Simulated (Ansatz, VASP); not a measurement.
## SiNi3: VASP beside Ansatz

```
Si Ni
1.0
     3.55885    0.00000    0.00000
     0.00000    3.55885    0.00000
     0.00000    0.00000    3.55885
Si Ni
1 3
Direct
  0.00000 0.00000 0.00000
  0.00000 0.50000 0.50000
  0.50000 0.00000 0.50000
  0.50000 0.50000 0.00000
```

Change from the starting cell: equal strain along all axes, cell held, atoms relaxed: +1.5 %.

Alike in both runs: task single point; functional PBE; k mesh 14 × 14 × 14; occupations gaussian, width 0.1 eV; no spin polarisation.

```csv
,VASP,Ansatz
version,VASP 6.6.1,Ansatz 0.2.0
potentials or method,"VASP PAW PBE potentials, release 64 (Si, Ni)","scalar-relativistic, plane waves, PAW"
plane-wave cutoff (eV),520,420
valence electrons in the cell,34,58
```

|  | VASP | Ansatz | Ansatz less VASP |
| --- | --- | --- | --- |
| gap on the k mesh at the Fermi level (eV) | none | none | - |
| pressure (GPa) | -8.4 | -8.6 | -0.13 |

A gap of «none» marks a metal or a gap that the smearing closes. The two sets of potentials don't hold the same shells in valence.

Spin polarisation is off, so any magnetic state and its effect on volume and gap are missing.
